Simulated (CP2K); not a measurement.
Runs of CP2K 2026.2 on Br. It takes space group Cmce (No. 64, orthorhombic). The conventional cell has a = 6.726 Å, b = 4.645 Å, c = 8.702 Å, α = 90.00°, β = 90.00°, γ = 90.00°. Around Br (site symmetry m) lie 1 Br at 2.29 Å. 

| task | level | potentials or basis | smearing | EPS_DEFAULT | NGRIDS | basis sets | potentials | points a segment of the path (NPOINTS) | gap on the mesh (eV) | pressure (GPa) | largest force (eV/Å) |
| --- | --- | --- | --- | --- | --- | --- | --- | --- | --- | --- | --- |
| band structure | r2SCAN | POTENTIAL_UZH Br GTH-SCAN-q7; TZVP-MOLOPT-SCAN-GTH basis | fermi-dirac 0.0259 eV | 1.0E-9 | 4 | Br TZVP-MOLOPT-SCAN-GTH-q7 | Br GTH-SCAN-q7 of POTENTIAL_UZH | 10 | 2.10 | 0.8 | (a) |
| band structure | LDA | GTH_POTENTIALS Br GTH-PADE-q7; TZVP-MOLOPT-PBE-GTH basis | fermi-dirac 0.05 eV | 1.0E-9 | 4 | Br TZVP-MOLOPT-PBE-GTH-q7 | Br GTH-PADE-q7 of GTH_POTENTIALS | 6 | 1.72 | -0.7 | (b) |
| single point | PBEsol | POTENTIAL_UZH Br GTH-PBE-q7; TZVP-MOLOPT-PBE-GTH basis | fermi-dirac 0.05 eV | 1.0E-10 | 4 | Br TZVP-MOLOPT-PBE-GTH-q7 | Br GTH-PBE-q7 of POTENTIAL_UZH | - | 1.77 | 0.8 | 1.14 |
| band structure | PBEsol | POTENTIAL_UZH Br GTH-PBE-q7; TZVP-MOLOPT-PBE-GTH basis | fermi-dirac 0.05 eV | 1.0E-9 | 5 | Br TZVP-MOLOPT-PBE-GTH-q7 | Br GTH-PBE-q7 of POTENTIAL_UZH | 10 | 1.77 | 0.8 | 1.14 |

Alike in all rows: no spin polarisation; cell as given; k mesh 7 × 7 × 3.

Fill in the values left out.

(a) 0.76; (b) 0.93.

Caveats: the basis of atomic orbitals isn't converged, which shifts pressures, moduli and gaps; the mesh misses the band edges, which the band path finds closer together (some runs); the potentials were made for another functional, which shifts forces and pressure (some runs); an odd mesh through Γ misses points on the zone boundary, where band edges often lie (some runs).

A k mesh can miss the band edges, and the runs leave out spin-orbit coupling on Br.

Not every run made on this cell is shown here.
